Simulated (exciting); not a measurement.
# KBr: single point with PBE

The system is KBr.

```xyz
2
Lattice="4.0435 0.0000 0.0000 0.0000 4.0435 0.0000 0.0000 0.0000 4.0435" Properties=species:S:1:pos:R:3 pbc="T T T"
Br    2.0217    2.0217    2.0217
K     0.0000    0.0000    0.0000
```

Measurements of this composition are mostly on another form, of space group No. 225.

```
Program             : exciting (release sodium)
Task                : single point
Functional          : PBE
Potentials or basis : all-electron LAPW+lo, shipped species files, valence relativity iora*
rgkmax              : 9
k mesh              : 7 × 7 × 7
Occupations         : fermi-dirac, width 0.05 eV
Spin                : no spin polarisation
```

The band gap on the k mesh is 3.90 eV, indirect (least direct gap 4.13 eV) and the all electrons inside the program's atomic spheres are Br 32.22; K 17.31 (radii Br 2.0, K 2.2 bohr).

Levels at points of the mesh, in eV from the valence-band top:
| k point | band 9 | band 10 | band 11 | band 12 | band 13 | band 14 | band 15 | band 16 | band 17 | band 18 |
| --- | --- | --- | --- | --- | --- | --- | --- | --- | --- | --- |
| (0.00, 0.00, 0.00) | -12.06 | -12.06 | -0.24 | -0.24 | -0.24 | 3.90 | 5.89 | 5.89 | 9.64 | 9.64 |

Run time: 6.3 min on 1 thread of Arm Neoverse V1, with other jobs on the host, peak memory 0.16 GiB.

Caveat: an odd mesh through Γ misses points on the zone boundary, where band edges often lie.
